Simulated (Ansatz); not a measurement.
KI in the rocksalt structure, relaxed with r2SCAN, was run in Ansatz 0.2.0 under altered settings. All numbers are computed, without spin polarisation but where a row says otherwise.

```
CELL_PARAMETERS angstrom
0.00000 3.54428 3.54428
3.54428 0.00000 3.54428
3.54428 3.54428 0.00000
ATOMIC_POSITIONS crystal
K 0.00000 0.00000 0.00000
I 0.50000 0.50000 0.50000
```

The base run's other keys:
```yaml
kpoints:
  mp_grid: { grid: [4, 4, 4] }
hamiltonian:
  xc: hse06
scf:
  occupations: { method: fixed }
  n_extra_bands: 4
```

It takes 10 iterations with 1807 plane waves at 420 eV and 8 k points, and leaves a mean stress of +0.28 GPa. The gap over this mesh is 4.941 eV. It ran on 4 threads of Arm Neoverse N1 (shared host).

Outcomes, with energy and stress as changes against the base:
```
                                  setting    outcome  ΔF (meV/atom)  Δ mean stress (GPa)  gap on the mesh (eV)  iterations  wall time
PBE hybrid, exx coeff 0.75, omega 0.5 1/Å  converged              –                 -0.3                 5.404          16       17 s
                hamiltonian.xc: cam_b3lyp  converged              –                  0.0                 7.631          10       17 s
    PBE hybrid, exx coeff 0.5, unscreened  converged              –                 -0.2                 7.369          14       16 s
                     hamiltonian.xc: pbe0  converged              –                  0.0                 5.631          11       14 s
                scf.occupations: cold 0.2  converged            0.0                  0.0                 4.941          10       14 s
```
A dash marks a value that wasn't obtained or can't be compared. Stress is positive in compression. The base took 14 s.

- PBE hybrid, exx coeff 0.75, omega 0.5 1/Å. That is 75 % exact exchange, screened with ω = 0.5 1/Å, against HSE06's 25 % screened at 0.208 1/Å. The mean stress moves by -0.3 GPa and the gap on the mesh by +0.463 eV (to 5.404). Totals of different functionals aren't comparable.
- hamiltonian.xc: cam_b3lyp. The mean stress moves by 0.0 GPa and the gap on the mesh by +2.690 eV (to 7.631). It's another functional on the same cell, so totals aren't comparable.
- PBE hybrid, exx coeff 0.5, unscreened. That is 50 % exact exchange, at all ranges, against HSE06's 25 % screened at 0.208 1/Å. The mean stress moves by -0.2 GPa and the gap on the mesh by +2.428 eV (to 7.369). Totals of different functionals aren't comparable.
- hamiltonian.xc: pbe0. The mean stress moves by 0.0 GPa and the gap on the mesh by +0.690 eV (to 5.631). It's another functional on the same cell, so totals aren't comparable.

Within 1 meV an atom, 0.1 GPa and 0.005 eV of the base stay: scf.occupations: cold 0.2.

No spin-orbit coupling is included; it can move band edges with weight on the heavy atoms by tenths of an eV.

The program warns that its thresholds are loose for a hybrid's stress.

The meshes of the hybrids are coarse, so their gaps aren't converged to the digits shown.
